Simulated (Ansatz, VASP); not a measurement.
Hf: VASP beside Ansatz

```xyz
1
Lattice="-1.8050 1.8050 1.8050 1.8050 -1.8050 1.8050 1.8050 1.8050 -1.8050" Properties=species:S:1:pos:R:3 pbc="T T T"
Hf    0.0000    0.0000    0.0000
```

This isn't the form of Hf at room conditions, which is hcp.

Alike in both runs: task single point; functional PBE; dispersion D4; k mesh 16 × 16 × 16; occupations fermi-dirac, width 0.08 eV; no spin polarisation.

```csv
,VASP,Ansatz
version,VASP 6.6.1,Ansatz 0.2.0
potentials or method,"VASP PAW PBE potentials, release 64 (Hf_pv), cutoff 520 eV","all-electron LAPW, non-relativistic"
```

Ansatz gave:

```
gap on the k mesh at the Fermi level (eV) : none
pressure (GPa)                            : -3.2
dispersion energy (meV/atom)              : -198.8
```

Question: What did VASP give for the same quantities?

Answer: gap on the k mesh at the Fermi level (eV): none; pressure (GPa): -6.5; dispersion energy (meV/atom): -198.7.

A gap of «none» marks a metal or a gap that the smearing closes. Ansatz ran all-electron here, so the differences hold the error of VASP's frozen core and of both bases.

Caveats: pairwise dispersion overbinds metals, which lowers pressure and volume. Spin-orbit coupling is left out, which matters for the levels of Hf.
